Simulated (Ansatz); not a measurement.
This LiCl structure is the end of a relaxation. The cell was reached from a generator's guess, though it ends in a space group that the Crystallography Open Database lists for this formula.

All numbers below come from DFT PBE, scalar-relativistic, plane waves, PAW (Ansatz 0.2.0). Cutoff 420 eV, Γ-centred mesh, Gaussian smearing, no spin polarisation.

```cif
data_structure
_symmetry_space_group_name_H-M 'P 1'
_symmetry_Int_Tables_number 1
_cell_length_a 3.6408
_cell_length_b 3.6408
_cell_length_c 3.6408
_cell_angle_alpha 60.000
_cell_angle_beta 60.000
_cell_angle_gamma 60.000
_cell_volume 34.13
loop_
_atom_site_label
_atom_site_type_symbol
_atom_site_fract_x
_atom_site_fract_y
_atom_site_fract_z
_atom_site_occupancy
Li1 Li 0.50000 0.50000 0.50000 1
Cl1 Cl 0.00000 0.00000 0.00000 1
```

Energies over the elements count from the elements' standard structures at the same level (Cl₂ as a molecule), with no fitted energy shifts.

Question: What space group does it have?

Answer: Fm-3m (No. 225), the rock salt type. Conventional cell: a = 5.149 Å. Around Li lie 6 Cl at 2.57 Å; Cl is surrounded by 6 Li at 2.57 Å.

Question: How far does it lie from the elements in energy?

Answer: −1.852 eV/atom. Whether it is stable depends on the other phases of the system, which aren't compared here.

Question: Is it a metal?

Answer: No, the gap on the 8×8×8 mesh is 6.26 eV.

The last run used an 8×8×8 mesh for its 2-atom cell and Gaussian smearing of 0.02 eV. Kohn–Sham gaps at this level usually fall short of measured ones. A later test with randomly moved atoms came back to the same energy, though modes that don't fit the test's cell weren't probed.
